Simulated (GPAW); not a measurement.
# Cr (Im-3m) in GPAW: a series of runs

One crystal, Cr, is run at these levels: revPBE, r2SCAN; tasks: band structure.

Program: GPAW 26.7.0. These are calculated values, not measurements. Logs are shortened: lines on timing, memory, paths and dates and some standing lists are left out, and cuts for length are marked. The log counts tension as positive stress, the text compression.

### Step 1. Starting point

Symmetry: Im-3m, No. 229, cubic system. Conventional cell: a = 2.969 Å, b = 2.969 Å, c = 2.969 Å, α = 90.00°, β = 90.00°, γ = 90.00°. Cr (site symmetry m-3m) has 8 Cr at 2.57 Å as nearest neighbours.

### Step 2. Band structure, revPBE, collinear spin, ferromagnetic start

File run.py:

```python
from ase import Atoms
from ase.dft.bandgap import bandgap
from ase.io import write
from ase.units import GPa
from gpaw import GPAW, PW

atoms = Atoms(['Cr'],
              cell=[[-1.4844496776, 1.4844496776, 1.4844496776],
                    [1.4844496776, -1.4844496776, 1.4844496776],
                    [1.4844496776, 1.4844496776, -1.4844496776]],
              scaled_positions=[[0.0, 0.0, 0.0]],
              pbc=True)
atoms.set_initial_magnetic_moments([3.0])

calc = GPAW(mode=PW(600),
            xc='revPBE',
            kpts={'size': (12, 12, 12), 'gamma': True},
            occupations={'name': 'fermi-dirac', 'width': 0.05},
            nbands=11,
            convergence={'density': 1e-05, 'energy': 1e-05},
            maxiter=150,
            txt='gpaw.txt')
atoms.calc = calc
energy = atoms.get_potential_energy()
forces = atoms.get_forces()
stress = atoms.get_stress()
calc.write('gs.gpw')
write('result.traj', atoms)
print(f'Energy: {energy:.6f} eV')
print('Forces (eV/A):')
print(forces.round(4))
print('Stress (GPa):', (stress / GPa).round(3))
print('Moments:', calc.get_magnetic_moments().round(3))
print('Fermi level:', round(calc.get_fermi_level(), 4), 'eV')
print(f'Gap: {bandgap(calc)[0]:.4f} eV, direct: {bandgap(calc, direct=True)[0]:.4f} eV')

path = atoms.cell.bandpath('GHNGPH,PN', npoints=100, eps=1e-4)
bs_calc = calc.fixed_density(kpts=path, symmetry='off', nbands=18,
                             convergence={'bands': 'CBM+6.0', 'eigenstates': 1e-6}, txt='bands.txt')
bs = bs_calc.band_structure()
bs.write('bs.json')
print(f'Gap on the path: {bandgap(bs_calc)[0]:.4f} eV')
```

Potentials or basis: the program's PAW data sets (release 1.2.1) made for this functional, pw.

On the command line:

```bash
$ OMP_NUM_THREADS=1 python run.py
```

gpaw.txt:

```text
__  _  _
 | _ |_)|_||  |
 |__||  | ||/\| - 26.7.0

Input parameters:
  mode=PW(ecut=600.0),
  convergence={'density': 1e-05, 'energy': 1e-05},
  kpts=MonkhorstPack(size=(12, 12, 12), gamma=True),
  maxiter=150,
  nbands=11,
  occupations=Occupations(name='fermi-dirac', width=0.05),
  xc=XC(name='revPBE')

Diagonalizing LCAO Hamiltonian
Converting LCAO to pw mode

       Cr

Atoms  # Å, Bohr magnetons
|   | symbol |        x |        y |        z |    initial magnetic moments |
|---|--------|----------|----------|----------|-----------------------------|
| 0 |     Cr | 0.000000 | 0.000000 | 0.000000 | ( 0.0000,  0.0000,  3.0000) |

Unit cell  # Å
| periodic |         x |         y |         z |  lengths |     angles |
|----------|-----------|-----------|-----------|----------|------------|
|      yes | -1.484450 |  1.484450 |  1.484450 | 2.571142 | 109.471221 |
|      yes |  1.484450 | -1.484450 |  1.484450 | 2.571142 | 109.471221 |
|      yes |  1.484450 |  1.484450 | -1.484450 | 2.571142 | 109.471221 |

Number of symmetries: 48
Symmetry operations  # r_c * U_cc + t_c -> r_c
|    | kind |            matrix            |
|----|------|------------------------------|
|  0 |  σ   |  1, 1, 1,  0, 0,-1,  0,-1, 0 |
|  1 |  C4  |  1, 1, 1,  0, 0,-1, -1, 0, 0 |
|  2 |  C2  |  1, 1, 1,  0,-1, 0,  0, 0,-1 |
|  3 |  S6  |  1, 1, 1,  0,-1, 0, -1, 0, 0 |
|  4 |  S6  |  1, 1, 1, -1, 0, 0,  0, 0,-1 |
|  5 |  C4  |  1, 1, 1, -1, 0, 0,  0,-1, 0 |
|  6 |  E   |  1, 0, 0,  0, 1, 0,  0, 0, 1 |
|  7 |  σ   |  1, 0, 0,  0, 1, 0, -1,-1,-1 |
|  8 |  σ   |  1, 0, 0,  0, 0, 1,  0, 1, 0 |
|  9 |  C3  |  1, 0, 0,  0, 0, 1, -1,-1,-1 |
| 10 |  C3  |  1, 0, 0, -1,-1,-1,  0, 1, 0 |
| 11 |  σ   |  1, 0, 0, -1,-1,-1,  0, 0, 1 |
| 12 |  σ   |  0, 1, 0,  1, 0, 0,  0, 0, 1 |
| 13 |  C2  |  0, 1, 0,  1, 0, 0, -1,-1,-1 |
| 14 |  C3  |  0, 1, 0,  0, 0, 1,  1, 0, 0 |
| 15 |  S4  |  0, 1, 0,  0, 0, 1, -1,-1,-1 |
| 16 |  S4  |  0, 1, 0, -1,-1,-1,  1, 0, 0 |
| 17 |  C3  |  0, 1, 0, -1,-1,-1,  0, 0, 1 |
| 18 |  C3  |  0, 0, 1,  1, 0, 0,  0, 1, 0 |
| 19 |  S4  |  0, 0, 1,  1, 0, 0, -1,-1,-1 |
| 20 |  σ   |  0, 0, 1,  0, 1, 0,  1, 0, 0 |
| 21 |  C3  |  0, 0, 1,  0, 1, 0, -1,-1,-1 |
| 22 |  C2  |  0, 0, 1, -1,-1,-1,  1, 0, 0 |
| 23 |  S4  |  0, 0, 1, -1,-1,-1,  0, 1, 0 |
| 24 |  C4  |  0, 0,-1,  1, 1, 1,  0,-1, 0 |
| 25 |  σ   |  0, 0,-1,  1, 1, 1, -1, 0, 0 |
| 26 |  S6  |  0, 0,-1,  0,-1, 0,  1, 1, 1 |
| 27 |  C2  |  0, 0,-1,  0,-1, 0, -1, 0, 0 |
| 28 |  C4  |  0, 0,-1, -1, 0, 0,  1, 1, 1 |
| 29 |  S6  |  0, 0,-1, -1, 0, 0,  0,-1, 0 |
| 30 |  S6  |  0,-1, 0,  1, 1, 1,  0, 0,-1 |
| 31 |  C4  |  0,-1, 0,  1, 1, 1, -1, 0, 0 |
| 32 |  C4  |  0,-1, 0,  0, 0,-1,  1, 1, 1 |
| 33 |  S6  |  0,-1, 0,  0, 0,-1, -1, 0, 0 |
| 34 |  σ   |  0,-1, 0, -1, 0, 0,  1, 1, 1 |
| 35 |  C2  |  0,-1, 0, -1, 0, 0,  0, 0,-1 |
| 36 |  C2  | -1, 0, 0,  1, 1, 1,  0, 0,-1 |
| 37 |  S6  | -1, 0, 0,  1, 1, 1,  0,-1, 0 |
| 38 |  S6  | -1, 0, 0,  0, 0,-1,  1, 1, 1 |
| 39 |  C2  | -1, 0, 0,  0, 0,-1,  0,-1, 0 |
| 40 |  C2  | -1, 0, 0,  0,-1, 0,  1, 1, 1 |
| 41 |  i   | -1, 0, 0,  0,-1, 0,  0, 0,-1 |
| 42 |  S4  | -1,-1,-1,  1, 0, 0,  0, 1, 0 |
| 43 |  C3  | -1,-1,-1,  1, 0, 0,  0, 0, 1 |
| 44 |  C3  | -1,-1,-1,  0, 1, 0,  1, 0, 0 |
| 45 |  σ   | -1,-1,-1,  0, 1, 0,  0, 0, 1 |
| 46 |  S4  | -1,-1,-1,  0, 0, 1,  1, 0, 0 |
| 47 |  C2  | -1,-1,-1,  0, 0, 1,  0, 1, 0 |

BZ-sampling:
  Number of BZ points: 1728
  Number of IBZ points: 72

  Monkhorst-Pack size: [12, 12, 12]
  Monkhorst-Pack shift: [0.041666666666666664, 0.041666666666666664, 0.041666666666666664]

K-points  # in reciprocal-cell coordinates
|     |                                coordinates |     weight |
|-----|--------------------------------------------|------------|
|   0 | ( -0.00000000,  -0.00000000,  -0.00000000) | 0.00057870 |
|   1 | (  0.08333333,  -0.00000000,  -0.00000000) | 0.00694444 |
|   2 | (  0.08333333,   0.08333333,  -0.08333333) | 0.00347222 |
|   3 | (  0.16666667,  -0.00000000,  -0.08333333) | 0.01388889 |
|   4 | (  0.16666667,  -0.00000000,  -0.00000000) | 0.00694444 |
|   5 | (  0.16666667,   0.08333333,  -0.08333333) | 0.01388889 |
|   6 | (  0.16666667,   0.16666667,  -0.16666667) | 0.00347222 |
|   7 | (  0.25000000,  -0.08333333,  -0.08333333) | 0.00462963 |
|   8 | (  0.25000000,  -0.00000000,  -0.08333333) | 0.02777778 |
|   9 | (  0.25000000,  -0.00000000,  -0.00000000) | 0.00694444 |
| ... |                                            |            |
|  71 | (  0.50000000,   0.50000000,   0.50000000) | 0.00057870 |

Plane wave coefficients: 466
Cutoff: 600.0 eV

Spin-components: 2 (collinear spins)
Bands:           11
Projectors:      6
Spin-degeneracy: 1
Datatype:        complex128

Parallelization:
  kpt:    1
  domain: 1
  band:   1

Density:
  Valence electrons: 6.0
  Components: 2
  Grid points: [15 15 15]
  Charge: 0.0  # |e|

Potential:
  Grid points: [15 15 15]

species:
  Cr:
    name:    Chromium
    Z:       24.0
    valence: 6
    core:    18
    charge:  0.0  # [|e|]
    compensation charges:
      type: gauss
      rc: 0.35  # [Å]
      lmax: 2
    cutoffs:
      filter: 2.14  # [Å]
      core: 3.04  # [Å]
    projectors
    | kind |    occ | energy [eV] | rcut [Å] |
    |------|--------|-------------|----------|
    |   4s |  1.000 |      -3.933 |    1.164 |
    |   4p |  0.000 |      -0.966 |    1.217 |
    |   3d |  5.000 |      -2.850 |    1.111 |
    |    s |        |      23.278 |    1.164 |
    |    p |        |      26.245 |    1.217 |
    |    d |        |      24.362 |    1.111 |

    Using partial waves for Cr as LCAO basis

Reference energy: -28585.999204  # eV

eigensolver:
  PPCG
  Converge bands: occupied
  niter=2

density mixing:
  MSR1-Mixer
  Pratt-step length: 0.05
  Maximum mixing coefficient: 0.75
  Old densities: 10
  SVD Regularization: 0.005
  Good broyden scale: 1.0
  Trust region scale: 1.0
  Backstep threshold: 4.0
  History deletion threshold: 6.0
  Fourier metric: weight=20.0, sigma=0.015

occupation numbers:
  Fermi-Dirac:
    width: 0.0500  # eV

poisson solver:
  ecut: 4800.0  # eV

xc functional:
  name: revPBE with 2 nearest neighbor stencil

convergence criteria:
- Maximum integral of absolute [dens]ity change: 1e-05 electrons / valence electron
- Maximum [total energy] change in last 3 cyles: 1e-05 eV / valence electron
- Maximum integral of absolute [eigenst]ate change: 4e-08 eV^2 / valence electron
maximum number of iterations: 150

SCF iterations
|iter     | |      energy | eigst |  dens |  magmom |
|---------|-|-------------|-------|-------|---------|
|iter:   1| |   -7.914574 | -0.29 |       |  +2.9977|
|iter:   2| |   -7.948872 | -1.90 | -0.49 |  +2.9205|
|iter:   3| |   -8.665508 | -1.85 | -0.50 |  +1.2813|
|iter:   4| |   -8.802167 | -1.67 | -0.72 |  -0.1986|
|iter:   5| |   -8.824409 | -2.37 | -1.10 |  -0.1386|
|iter:   6| |   -8.828639 | -2.69 | -1.44 |  +0.3247|
|iter:   7| |   -8.841305 | -2.80 | -1.27 |  -0.0715|
|iter:   8| |   -8.842033 | -3.51 | -1.71 |  -0.0064|
|iter:   9| |   -8.842191 | -4.82 | -2.49 |  -0.0020|
|iter:  10| |   -8.842247 | -4.90 | -2.75 |  -0.0002|
|iter:  11| |   -8.842247c| -7.11 | -4.13 |  +0.0002|
|iter:  12| |   -8.842248c| -7.98c| -4.38 |  -0.0001|
|iter:  13| |   -8.842248c| -8.31c| -4.62 |  -0.0000|
|iter:  14| |   -8.842248c| -9.46c| -5.60c|  -0.0000|

Converged in 14 steps
Energy contributions relative to reference atoms: (reference = -28585.999204)

Energy contributions:
  Kinetic:         -25.691174
  Coulomb:          18.042160
  Zero:              0.208574
  External:          0.000000
  Xc:               -1.399078
  Entropy:          -0.005461
  Spinorbit:         0.000000
  ----------------------------
  Free energy:      -8.844978
  Extrapolated:     -8.842248

dipole moment: (-3.665407, -3.665407, -3.665407)  # |e|*Ang

Total magnetic moment: (0.000000, 0.000000, -0.000001)

Local magnetic moments
|        x |        y |        z |
|----------|----------|----------|
| 0.000000 | 0.000000 | 0.000000 |  # Cr   0

Fermi level: 9.585
Eigenvalues  # (at kpt = [-0.000, -0.000, -0.000])
| band index |      eig [eV] | occ [0-1] |      eig [eV] | occ [0-1] |
|------------|---------------|-----------|---------------|-----------|
|          0 |         2.309 |     1.000 |         2.309 |     1.000 |
|          1 |         8.858 |     1.000 |         8.858 |     1.000 |
|          2 |         8.858 |     1.000 |         8.858 |     1.000 |
|          3 |         8.858 |     1.000 |         8.858 |     1.000 |
|          4 |        10.572 |     0.000 |        10.572 |     0.000 |
|          5 |        10.572 |     0.000 |        10.572 |     0.000 |
|          6 |        20.774 |     0.000 |        20.774 |     0.000 |
|          7 |        20.775 |     0.000 |        20.775 |     0.000 |
|          8 |        20.775 |     0.000 |        20.775 |     0.000 |
|          9 |        31.489 |     0.000 |        31.489 |     0.000 |
|         10 |        31.886 |     0.000 |        31.885 |     0.000 |

No gap
No difference between direct/indirect transitions

Forces  # eV/Ang
|       x |        y |        z |
|---------|----------|----------|
| 0.00000 | -0.00000 | -0.00000 |  # Cr   0

Stress tensor  # eV/Ang^3
|         x |         y |         z |
|-----------|-----------|-----------|
|  0.136827 | -0.000000 | -0.000000 |
| -0.000000 |  0.136827 |  0.000000 |
| -0.000000 |  0.000000 |  0.136827 |

# Writing to gs.gpw (mode='')
```

Run time: 39 s. Hardware: 1 thread of Intel Xeon Platinum 8259CL at 2.50GHz (Skylake/Cascade Lake), shared host; peak memory 0.19 GiB.

Results:

* Free energy: -8.8450 eV
* Pressure: -21.9 GPa
* Band gap along the path: none (metal or under the smearing width)
* Net moment: 0.00 μB per cell

Levels at the corners of the path, in eV from the Fermi level:
Spin up:
```csv
point,band 1,band 2,band 3,band 4,band 5,band 6
Γ,-7.28,-0.73,-0.73,-0.73,0.99,0.99
H,-3.49,-3.49,2.04,2.04,2.04,9.24
N,-3.73,-1.99,0.95,0.96,1.25,2.36
Γ,-7.28,-0.73,-0.73,-0.73,0.99,0.99
P,-1.96,-1.96,-1.96,1.30,1.30,8.99
H,-3.49,-3.49,2.04,2.04,2.04,9.24
P,-1.96,-1.96,-1.96,1.30,1.30,8.99
N,-3.73,-1.99,0.95,0.96,1.25,2.36
```
Spin down:
```
point  band 1  band 2  band 3  band 4  band 5  band 6
    Γ   -7.28   -0.73   -0.73   -0.73    0.99    0.99
    H   -3.49   -3.49    2.04    2.04    2.04    9.24
    N   -3.73   -1.99    0.95    0.96    1.25    2.36
    Γ   -7.28   -0.73   -0.73   -0.73    0.99    0.99
    P   -1.96   -1.96   -1.96    1.30    1.30    8.99
    H   -3.49   -3.49    2.04    2.04    2.04    9.24
    P   -1.96   -1.96   -1.96    1.30    1.30    8.99
    N   -3.73   -1.99    0.95    0.96    1.25    2.36
```

Caveat: the starting moments collapsed, and a magnetic state may lie lower; so large a pressure means that the cell lies far from this level's equilibrium, or that cutoff or potentials fall short.

### Step 3. Band structure, r2SCAN, collinear spin, ferromagnetic start

run.py: that of step 2 with these lines changed.

```diff
@@ -15,3 +15,3 @@
 calc = GPAW(mode=PW(600),
-            xc='revPBE',
+            xc='MGGA_X_R2SCAN+MGGA_C_R2SCAN',
             kpts={'size': (12, 12, 12), 'gamma': True},
```

Potentials or basis: GPAW PAW data sets (gpaw-data 1.2.1), pw.

On the command line:

```bash
$ OMP_NUM_THREADS=1 python run.py
```

Run time: 4 min. Hardware: 1 thread of Intel Xeon Platinum 8259CL at 2.50GHz (Skylake/Cascade Lake), shared host; peak memory 0.26 GiB.

The run converged. Its results:

| Item | Value |
| --- | --- |
| Free energy | -13.9095 eV |
| Pressure | -29.9 GPa |
| Band gap along the path | none (metal or under the smearing width) |
| Net moment | 0.00 μB per cell |

Levels at the corners of the path, in eV from the Fermi level:
Spin up:
| point | band 1 | band 2 | band 3 | band 4 | band 5 | band 6 |
| --- | --- | --- | --- | --- | --- | --- |
| Γ | -7.72 | -0.77 | -0.77 | -0.77 | 1.27 | 1.27 |
| H | -3.51 | -3.51 | 2.09 | 2.09 | 2.09 | 8.79 |
| N | -3.89 | -2.10 | 0.86 | 1.17 | 1.54 | 2.43 |
| Γ | -7.72 | -0.77 | -0.77 | -0.77 | 1.27 | 1.27 |
| P | -2.10 | -2.10 | -2.10 | 1.59 | 1.59 | 8.82 |
| H | -3.51 | -3.51 | 2.09 | 2.09 | 2.09 | 8.79 |
| P | -2.10 | -2.10 | -2.10 | 1.59 | 1.59 | 8.82 |
| N | -3.89 | -2.10 | 0.86 | 1.17 | 1.54 | 2.43 |
Spin down:
```tsv
point	band 1	band 2	band 3	band 4	band 5	band 6
Γ	-7.72	-0.77	-0.77	-0.77	1.27	1.27
H	-3.51	-3.51	2.09	2.09	2.09	8.79
N	-3.89	-2.10	0.86	1.17	1.54	2.43
Γ	-7.72	-0.77	-0.77	-0.77	1.27	1.27
P	-2.10	-2.10	-2.10	1.59	1.59	8.82
H	-3.51	-3.51	2.09	2.09	2.09	8.79
P	-2.10	-2.10	-2.10	1.59	1.59	8.82
N	-3.89	-2.10	0.86	1.17	1.54	2.43
```

Caveat: the starting moments collapsed, and a magnetic state may lie lower; a pressure of tens of GPa on the cell as given is suspect, and the run, the potentials or the cell itself is likely at fault; the PAW data sets were made with another functional, which shifts forces and pressure a little.
